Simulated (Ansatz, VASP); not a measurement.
## Two plane-wave programs on MgS

```
CELL_PARAMETERS angstrom
3.64543 0.00000 0.00000
-1.82272 3.15704 0.00000
0.00000 0.00000 6.14736
ATOMIC_POSITIONS crystal
Mg 0.00000 0.00000 0.00000
Mg 0.00000 0.00000 0.50000
S 0.33333 0.66667 0.25000
S 0.66667 0.33333 0.75000
```

Alike in both runs: task single point; functional LDA; k mesh 12 × 12 × 4; no spin polarisation.

```csv
,VASP,Ansatz
version,VASP 6.6.1,Ansatz 0.2.0
potentials or method,"VASP PAW LDA potentials, release 64 (Mg, S)","plane waves, PAW"
plane-wave cutoff (eV),520,420
occupations,"gaussian, width 0.01 eV",fixed
valence electrons in the cell,16,32
```

```csv
,VASP,Ansatz,Ansatz less VASP
gap on the k mesh at the Fermi level (eV),3.19,3.19,-0.001
pressure (GPa),-3.8,-3.2,+0.58
largest component of the traceless stress (GPa),0.12,0.13,+0.006
```

The two sets of potentials don't hold the same shells in valence.

A k mesh can miss the band edges. As with any semilocal functional, this LDA gap is likely too small.
